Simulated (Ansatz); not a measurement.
Crystal: MnSb.

```
Sb Mn
1.0
     4.15000    0.00000    0.00000
    -2.07500    3.59401    0.00000
     0.00000    0.00000    5.78000
Sb Mn
2 2
Direct
  0.66667 0.33333 0.75000
  0.33333 0.66667 0.25000
  0.00000 0.00000 0.50000
  0.00000 0.00000 0.00000
```

Program: Ansatz 0.2.0. Alike in all runs: potentials or basis Ansatz PAW; spin collinear, ferromagnetic start; cell as given; smearing fermi-dirac 0.05 eV. Hardware: 2 threads of Arm Neoverse V2 (shared host).

Q: Order these runs on this cell by their wall time, lowest first.
A. task single point; level PBE; k mesh 5 × 5 × 4; cutoff (eV) 420
B. task band structure; level PBEsol; k mesh 7 × 7 × 5; cutoff (eV) 420; points for each segment of the path 14
C. task density of states; level r2SCAN; k mesh 7 × 7 × 5; cutoff (eV) 500

A: A (4.3 s), B (14 s), C (29 s).

Caveats: only a ferromagnetic start was run, and an antiferromagnetic order may lie lower in energy; spin-orbit coupling is left out, which moves the levels of the heavy elements (some runs); the magnetic or orbital state may not be the lowest (some runs).
